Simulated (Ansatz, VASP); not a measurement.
# Two plane-wave programs on Tl

```
Tl
1.0
    -1.91378    1.91378    1.91378
     1.91378   -1.91378    1.91378
     1.91378    1.91378   -1.91378
Tl
1
Cartesian
  0.0000 0.0000 0.0000
```

The cell was built by a generator and needn't be a form met in nature.

Alike in both runs: task relaxation of cell and atoms; functional BLYP; k mesh 12 × 12 × 12; occupations fermi-dirac, width 0.1 eV; no spin polarisation.

|  | VASP | Ansatz |
| --- | --- | --- |
| version | VASP 6.6.1 | Ansatz 0.2.0 |
| potentials or method | VASP PAW PBE potentials, release 64 (Tl_d) | plane waves (420 eV) with PAW, scalar-relativistic |
| plane-wave cutoff (eV) | 600 | 420 |
| valence electrons in the cell | 13 | 13 |

Ansatz gave:

- relaxed volume (Å³/atom): 35.55
- relaxed cell length with the largest relative difference (Å): 3.588
- energy change over the relaxation (meV/atom): -146

**Question.** Estimate VASP's values.

**Answer.** Relaxed volume (Å³/atom): 35.61; relaxed cell length with the largest relative difference (Å): 3.590; energy change over the relaxation (meV/atom): -150.

Caveats: the volume moved by over 15 % at a fixed basis, so the end points are rough (VASP); the PAW data sets were made with another functional, which shifts forces and pressure a little (VASP). The runs have no spin-orbit coupling, so splittings on Tl are missing.
